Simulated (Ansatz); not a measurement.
Cell and atoms are relaxed with the symmetry kept. Start:

```
Ta C
1.0
     0.00000    2.23760    2.23760
     2.23760    0.00000    2.23760
     2.23760    2.23760    0.00000
Ta C
1 1
Direct
  0.00000 0.00000 0.00000
  0.50000 0.50000 0.50000
```

Computed with DFT PBE+D3(BJ), scalar-relativistic, plane waves, PAW (Ansatz 0.2.0).

Cutoff 420 eV; k points 16×16×16 on the computed 2-atom cell (Γ-centred); Gaussian smearing, width 0.10 eV; no spin polarisation.

What does it relax to?

The volume decreases by 0.23 Å³/atom to 10.98 Å³/atom, and the energy falls by 4.9 meV/atom. Final structure:
```cif
data_structure
_symmetry_space_group_name_H-M 'P 1'
_symmetry_Int_Tables_number 1
_cell_length_a 3.1428
_cell_length_b 3.1428
_cell_length_c 3.1428
_cell_angle_alpha 60.000
_cell_angle_beta 60.000
_cell_angle_gamma 60.000
_cell_volume 21.95
loop_
_atom_site_label
_atom_site_type_symbol
_atom_site_fract_x
_atom_site_fract_y
_atom_site_fract_z
_atom_site_occupancy
Ta1 Ta 0.00000 0.00000 0.00000 1
C1 C 0.50000 0.50000 0.50000 1
```

Spin–orbit coupling is left out, which can shift energies with elements as heavy as these.

Cost: 1 run of about 0.39 core-minutes, on Arm Neoverse N1 (shared hosts).